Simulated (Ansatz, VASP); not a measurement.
Na: VASP beside Ansatz

The input INCAR:

```
ALGO = Normal
EDIFF = 1E-8
ENCUT = 520
GGA = PS
ISIF = 2
ISMEAR = -1
LASPH = T
LCHARG = F
LEFG = T
LREAL = F
LWAVE = F
NBANDS = 10
NELM = 60
PREC = Accurate
SIGMA = 0.05
```

File KPOINTS:

```
k-points
0
Gamma
  12 12 12
```

POSCAR

```
Na
1.0
   -2.1315235875      2.1315235875      2.1315235875
    2.1315235875     -2.1315235875      2.1315235875
    2.1315235875      2.1315235875     -2.1315235875
Na
1
Direct
    0.0000000000      0.0000000000      0.0000000000
```

Input for Ansatz:

```yaml
crystal:
  lattice:
    - [-2.1315235875, 2.1315235875, 2.1315235875]
    - [2.1315235875, -2.1315235875, 2.1315235875]
    - [2.1315235875, 2.1315235875, -2.1315235875]
  atoms:
    - { symbol: Na, position: [0.0, 0.0, 0.0] }
kpoints:
  mp_grid: { grid: [12, 12, 12] }
scf:
  occupations: { method: fermi_dirac, width: 0.05 }
hamiltonian:
  xc: pbesol
  pseudopotentials: { kind: all_electron, datasets: crystal }
output:
  forces: true
  stress: true
  eigenvalues: true
  efg: { contact_densities: true }
```

Change from the starting cell: volume scaled by 1.02, crystal datasets.

Alike in both runs: task electric field gradients; functional PBEsol; k mesh 12 × 12 × 12; occupations fermi-dirac, width 0.05 eV; no spin polarisation.

|  | VASP | Ansatz |
| --- | --- | --- |
| version | VASP 6.6.1 | Ansatz 0.2.0 |
| potentials or method | VASP PAW PBE potentials, release 64 (Na_pv) | all-electron PAW with datasets made for the crystal, scalar-relativistic |
| plane-wave cutoff (eV) | 520 | see its input |

|  | VASP | Ansatz | Ansatz less VASP |
| --- | --- | --- | --- |
| pressure (GPa) | -0.5 | -0.4 | 0.00 |
| Vzz of the field gradient on the site that differs most (V/Å²) | 0.0 | 0.0 | +0.01 |

Ansatz ran all-electron here, so the differences hold the error of VASP's frozen core and of both bases.

Caveats: the PAW data sets were made with another functional, which shifts forces and pressure a little (VASP).
